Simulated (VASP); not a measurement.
# H2 in VASP: a series of runs

One molecule, H2, is run at these levels: PBE+D3(BJ); tasks: single point, relaxation of the atoms.

Program: VASP 6.6.1. These are calculated values, not measurements. Logs are shortened: lines on timing, memory, paths and dates and some standing lists are left out, and cuts for length are marked.

**1. The molecule as given**

The cell holds a molecule in a box, 2 atoms: a = 10.000 Å, b = 10.300 Å, c = 10.600 Å, α = 90.00°, β = 90.00°, γ = 90.00°.

**2. Single point, PBE+D3(BJ)**

Input file INCAR:

```
PREC = Accurate
ENCUT = 520
EDIFF = 1E-6
ISMEAR = 0
SIGMA = 0.01
LREAL = False
LASPH = True
NELM = 100
ALGO = Normal
ISIF = 2
LWAVE = False
LCHARG = False
GGA = PE
IVDW = 12
NBANDS = 8
```

Input file KPOINTS:

```
regular mesh
0
Gamma
  1 1 1
```

Input file POSCAR:

```
H
1.0
   10.0000000000      0.0000000000      0.0000000000
    0.0000000000     10.3000000000      0.0000000000
    0.0000000000      0.0000000000     10.6000000000
H
2
Direct
    0.5000000000      0.4854368932      0.4363068537
    0.5000000000      0.4854368932      0.5070893727
```

Potentials or basis: VASP PAW PBE potentials, release 64 (H).

Run with:

```
$ cat potpaw_PBE.64/H/POTCAR > POTCAR
$ mpirun -np 1 vasp_gam > vasp.out
```

OUTCAR:

```text
PREC = Accurate
   ENCUT = 520
   EDIFF = 1E-6
   ISMEAR = 0
   LREAL = False
   LASPH = True
   NELM = 100
   ISIF = 2
   GGA = PE
   IVDW = 12
 IVDW          = 12

 ion  position               nearest neighbor table
   1  0.500  0.485  0.436-   2 0.75
   2  0.500  0.485  0.507-   1 0.75

  LATTYP: Found a simple orthorhombic cell.
 ALAT       =    10.0000000000
 B/A-ratio  =     1.0300000000
 C/A-ratio  =     1.0600000000

  Lattice vectors:

 A1 = (  10.0000000000,   0.0000000000,   0.0000000000)
 A2 = (   0.0000000000,  10.3000000000,   0.0000000000)
 A3 = (   0.0000000000,   0.0000000000,  10.6000000000)

Analysis of symmetry for initial positions (statically):
=====================================================================
 Subroutine PRICEL returns:
 Original cell was already a primitive cell.

 Routine SETGRP: Setting up the symmetry group for a
 simple orthorhombic supercell.

 Subroutine GETGRP returns: Found  8 space group operations
 (whereof  2 operations were pure point group operations)
 out of a pool of  8 trial point group operations.

The static configuration has the point symmetry C_1h.
 The point group associated with its full space group is D_2h.

Analysis of symmetry for dynamics (positions and initial velocities):
=====================================================================
 Subroutine PRICEL returns:
 Original cell was already a primitive cell.

 Routine SETGRP: Setting up the symmetry group for a
 simple orthorhombic supercell.

 Subroutine GETGRP returns: Found  8 space group operations
 (whereof  2 operations were pure point group operations)
 out of a pool of  8 trial point group operations.

The dynamic configuration has the point symmetry C_1h.
 The point group associated with its full space group is D_2h.

 Subroutine INISYM returns: Found  8 space group operations
 (whereof  2 operations are pure point group operations),
 and found     1 'primitive' translations

----------------------------------------------------------------------------------------

                                     Primitive cell

  volume of cell :    1091.8000

  direct lattice vectors                    reciprocal lattice vectors
    10.000000000  0.000000000  0.000000000     0.100000000  0.000000000  0.000000000
     0.000000000 10.300000000  0.000000000     0.000000000  0.097087379  0.000000000
     0.000000000  0.000000000 10.600000000     0.000000000  0.000000000  0.094339623

  length of vectors
    10.000000000 10.300000000 10.600000000     0.100000000  0.097087379  0.094339623

  position of ions in fractional coordinates (direct lattice)
     0.500000000  0.485436893  0.436306854
     0.500000000  0.485436893  0.507089373

  ion indices of the primitive-cell ions
   primitive index   ion index
                 1           1
                 2           2

----------------------------------------------------------------------------------------

 KPOINTS: regular mesh

Automatic generation of k-mesh.
 Grid dimensions read from file:
 generate k-points for:    1    1    1

 Generating k-lattice:

  Cartesian coordinates                     Fractional coordinates (reciprocal lattice)
     0.100000000  0.000000000  0.000000000     1.000000000  0.000000000  0.000000000
     0.000000000  0.097087379  0.000000000     0.000000000  1.000000000  0.000000000
     0.000000000  0.000000000  0.094339623     0.000000000  0.000000000  1.000000000

  Length of vectors
     0.100000000  0.097087379  0.094339623

  Shift w.r.t. Gamma in fractional coordinates (k-lattice)
     0.000000000  0.000000000  0.000000000

 Subroutine IBZKPT returns following result:
 ===========================================

 Found      1 irreducible k-points:

 Following reciprocal coordinates:
            Coordinates               Weight
  0.000000  0.000000  0.000000      1.000000
   k-points           NKPTS =      1   k-points in BZ     NKDIM =      1   number of bands    NBANDS=      8
   number of dos      NEDOS =    301   number of ions     NIONS =      2
   total plane-waves  NPLWV = 512000
   dimension x,y,z NGX =    80 NGY =   80 NGZ =   80
   dimension x,y,z NGXF=   160 NGYF=  160 NGZF=  160
   ions per type =               2
   NGX,Y,Z   is equivalent  to a cutoff of  13.30, 12.91, 12.55 a.u.
   NGXF,Y,Z  is equivalent  to a cutoff of  26.60, 25.82, 25.09 a.u.
 SYSTEM =  unknown system
   PREC   = accura    normal or accurate (medium, high low for compatibility)
   ISTART =      0    job   : 0-new  1-cont  2-samecut
   ICHARG =      2    charge: 1-file 2-atom 10-const
   ISPIN  =      1    spin polarized calculation?
   LNONCOLLINEAR =      F non collinear calculations
   LSORBIT =      F    spin-orbit coupling
   LASPH  =      T    aspherical Exc in radial PAW
   ENCUT  =  520.0 eV  38.22 Ry    6.18 a.u.  18.59 19.15 19.71*2*pi/ulx,y,z
   NELM   =    100;   NELMIN=  2; NELMDL= -5     # of ELM steps
   EDIFF  = 0.1E-05   stopping-criterion for ELM
   LREAL  =      F    real-space projection
   EDIFFG = 0.1E-04   stopping-criterion for IOM
   NSW    =      0    number of steps for IOM
   IBRION =     -1    ionic relax: 0-MD 1-quasi-New 2-CG
   NFREE  =      0    steps in history (QN), initial steepest desc. (CG)
   ISIF   =      2    stress and relaxation
   ISYM   =      2    0-nonsym 1-usesym 2-fastsym
   POTIM  = 0.5000    time-step for ionic-motion
   TEBEG  =    0.0;   TEEND  =   0.0 temperature during run
   PSTRESS=    0.0 pullay stress
   NELECT =       2.0000    total number of electrons
   NUPDOWN=      -1.0000    fix difference up-down
   EMIN   =  10.00;   EMAX   =-10.00  energy-range for DOS
   EFERMI =   0.00;   METHOD = LEGACY
   ISMEAR =     0;   SIGMA  =   0.01  broadening in eV -4-tet -1-fermi 0-gaus
   EFERMI_NEDOS =   21; number of points for ismear=-14 and -15
   IALGO  =     38    algorithm
   IMIX   =      4    mixing-type and parameters
     AMIX     =   0.40;   BMIX     =  1.00
     AMIX_MAG =   1.60;   BMIX_MAG =  1.00
  volume/ion in A,a.u.               =     545.90      3683.92
  Fermi-wavevector in a.u.,A,eV,Ry     =   0.200311  0.378532  0.545924  0.040124
  Thomas-Fermi vector in A             =   0.954346
   LORBIT       =      0    0 simple, 1 ext, 2 COOP (PROOUT), +10 PAW based schemes
   GGA     = PE    functional components
   LHFCALC =     F    Hartree Fock is set to
   AEXX    =    0.0000 exact exchange contribution
   IVDW    =    12    specifies the selected vdW correction
   LEPSILON=     F    determine dielectric tensor
   LRPA    =     F    only Hartree local field effects (RPA)
 non-spin polarized calculation
 Gauss-broadening in eV      SIGMA  =   0.01
  energy-cutoff  :      520.00
  volume of cell :     1091.80
 maximum number of plane-waves:     14695
 NGX is ok and might be reduce to    80
   NGX = 37   NGY = 39   NGZ = 39

 number of electron       2.0000000 magnetization

 Free energy of the ion-electron system (eV)
  ---------------------------------------------------
  ext. energy  EPLUGINS =         0.00000000
  ---------------------------------------------------
  free energy    TOTEN  =        -6.77242208 eV

  energy without entropy =       -6.77242208  energy(sigma->0) =       -6.77242208

 E-fermi : -10.2375     XC(G=0):  -0.3516

 val. band max:      -10.3065987139   @ k =   0.0000   0.0000   0.0000
 cond. band min:      -0.1594258167   @ k =   0.0000   0.0000   0.0000
 fundamental gap:     10.1471728972
 Fermi energy:       -10.2374728259

 k-point     1 :       0.0000    0.0000    0.0000
  band No.  band energies     occupation
      1     -10.3066      2.00000
      2      -0.1594      0.00000
      3       0.3375      0.00000
      4       0.9130      0.00000
      5       0.9709      0.00000
      6       1.2134      0.00000
      7       1.2845      0.00000
      8       1.3766      0.00000

------------------------ aborting loop because EDIFF is reached ----------------------------------------

 Edisp (eV)   -0.00253

 E8    (eV) :    -0.0005

  FORCE on cell =-STRESS in cart. coord.  units (eV):
  Direction    XX          YY          ZZ          XY          YZ          ZX
  --------------------------------------------------------------------------------------
  -------------------------------------------------------------------------------------
  Total      -0.02722    -0.02662    -0.04350    -0.00000     0.00000     0.00000
  in kB      -0.03994    -0.03907    -0.06384    -0.00000     0.00000     0.00000
  external pressure =       -0.05 kB  Pullay stress =        0.00 kB

 VOLUME and BASIS-vectors are now :
 -----------------------------------------------------------------------------
  energy-cutoff  :      520.00
  volume of cell :     1091.80
      direct lattice vectors                 reciprocal lattice vectors
    10.000000000  0.000000000  0.000000000     0.100000000  0.000000000  0.000000000
     0.000000000 10.300000000  0.000000000     0.000000000  0.097087379  0.000000000
     0.000000000  0.000000000 10.600000000     0.000000000  0.000000000  0.094339623

 POSITION                                       TOTAL-FORCE (eV/Angst)
 -----------------------------------------------------------------------------------
      5.00000      5.00000      4.62485         0.000000      0.000000      0.011418
      5.00000      5.00000      5.37515         0.000000      0.000000     -0.011418
 -----------------------------------------------------------------------------------
    total drift:                                0.000000     -0.000005     -0.000000

  FREE ENERGIE OF THE ION-ELECTRON SYSTEM (eV)
  ---------------------------------------------------
  free  energy   TOTEN  =        -6.7749546722 eV

  energy  without entropy=       -6.7749546722  energy(sigma->0) =       -6.77495467
```

It took 26 s on 1 thread of AMD EPYC 9R45 (Zen 5), shared host; peak memory 0.82 GiB.

Results:

```yaml
Free_energy: -6.7750 eV
Largest_force: 0.011 eV/Å
Gap_between_the_frontier_levels: 10.15 eV
Dispersion_energy_per_atom: -0.001 eV
```

Forces in eV/Å, atoms in the order of the input:
```
H    0.000  0.000  0.011
H    0.000  0.000 -0.011
```

**3. Relaxation of the atoms, PBE+D3(BJ)**

Input file INCAR:

```
  PREC = Accurate
  ENCUT = 520
  EDIFF = 1E-7
  ISMEAR = 0
  SIGMA = 0.01
  LREAL = F
  LASPH = T
  NELM = 100
  ALGO = Normal
  ISIF = 2
  LWAVE = F
  LCHARG = F
  GGA = PE
  IVDW = 12
  IBRION = 2
  NSW = 80
  EDIFFG = -0.01
```

KPOINTS is that of step 2.

Input file POSCAR:

```
H
1.0
   10.0000000000      0.0000000000      0.0000000000
    0.0000000000     10.3000000000      0.0000000000
    0.0000000000      0.0000000000     10.6000000000
H
2
Direct
    0.5000000000      0.4854368932      0.4367924528
    0.5000000000      0.4854368932      0.5066037736
```

Potentials or basis: VASP PAW PBE potentials, release 64 (H).

Run with:

```
$ cat potpaw_PBE.64/H/POTCAR > POTCAR
$ mpirun -np 1 vasp_gam > vasp.out
```

It took 64 s on 1 thread of AMD EPYC 9R45 (Zen 5), shared host; peak memory 0.91 GiB.

The run converged. Its results:

```yaml
Free_energy: -6.7750 eV
Energy_gained_by_relaxing: 0.9 meV/atom
Ionic_steps: 3
Gap_between_the_frontier_levels: 10.16 eV
Dispersion_energy_per_atom: -0.001 eV
```

Step by step:
| step | energy change (eV) | largest force (eV/Å) | pressure (GPa) |
| --- | --- | --- | --- |
| 1 | 0.0000 | 0.3542 | 0.01 |
| 2 | 0.0078 | 0.7703 | -0.03 |
| 3 | -0.0017 | 0.0003 | 0.00 |

Final structure:
```
CELL_PARAMETERS angstrom
10.00000 0.00000 0.00000
0.00000 10.30000 0.00000
0.00000 0.00000 10.60000
ATOMIC_POSITIONS crystal
H 0.50000 0.48544 0.43632
H 0.50000 0.48544 0.50707
```

Levels at points of the mesh, in eV from the valence-band top:
| k point | band 1 | band 2 | band 3 | band 4 | band 5 |
| --- | --- | --- | --- | --- | --- |
| (0.00, 0.00, 0.00) | 0.00 | 10.16 | 10.65 | 11.22 | 11.28 |
